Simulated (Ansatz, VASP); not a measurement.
**ZrC in VASP and in Ansatz**

Contents of INCAR:

```
ALGO = Normal
EDIFF = 1E-7
ENCUT = 520
GGA = PE
ISIF = 2
ISMEAR = 0
ISPIN = 2
LASPH = True
LCHARG = True
LELF = True
LMAXMIX = 4
LORBIT = 11
LREAL = False
LVHAR = True
LWAVE = False
MAGMOM = 1 0
NBANDS = 19
NELM = 150
PREC = Accurate
SIGMA = 0.1
```

Contents of KPOINTS:

```
k-points
0
Gamma
  6 6 6
```

The input POSCAR:

```
ZrC
1.0
    3.2843461673      0.0000000000      0.0000000000
   -1.6421730837      2.8443272157      0.0000000000
    0.0000000000      0.0000000000      2.9189114455
Zr C
1 1
Direct
    0.0000000000      0.0000000000      0.0000000000
    0.6666666667      0.3333333333      0.5000000000
```

Input for Ansatz:

```yaml
crystal:
  lattice:
    - [3.2843461673, 0.0, 0.0]
    - [-1.6421730837, 2.8443272157, 0.0]
    - [0.0, 0.0, 2.9189114455]
  atoms:
    - { symbol: Zr, position: [0.0, 0.0, 0.0], spin: 1.0 }
    - { symbol: C, position: [0.6666666667, 0.3333333333, 0.5] }
basis:
  ecutwfc: 420
kpoints:
  mp_grid: { grid: [6, 6, 6] }
hamiltonian:
  xc: pbe
scf:
  occupations: { method: gaussian, width: 0.1 }
  lower_state_search: "off"
output:
  forces: true
  stress: true
  eigenvalues: true
  populations: true
magnetization:
  spin_polarized: true
```

Change from the starting cell: species swapped into the WC type (P-6m2, No. 187).

Alike in both runs: task single point; functional PBE; k mesh 6 × 6 × 6; occupations gaussian, width 0.1 eV; collinear spin.

```csv
,VASP,Ansatz
version,VASP 6.6.1,Ansatz 0.2.0
potentials or method,"VASP PAW PBE potentials, release 64 (Zr_sv, C)","scalar-relativistic, plane waves, PAW"
plane-wave cutoff (eV),520,420
valence electrons in the cell,16,16
```

|  | VASP | Ansatz | Ansatz less VASP |
| --- | --- | --- | --- |
| gap on the k mesh at the Fermi level (eV) | none | none | - |
| pressure (GPa) | 0.1 | -0.1 | -0.20 |
| largest component of the traceless stress (GPa) | 0.16 | 0.15 | -0.018 |
| net moment per atom (μB) | 0.00 | 0.00 | 0.000 |

A gap of «none» marks a metal or a gap that the smearing closes. Ansatz warned: «seeded_moment_not_kept».

Caveats: the k mesh is coarse (spacing up to 0.37 Å⁻¹), so the values aren't converged.
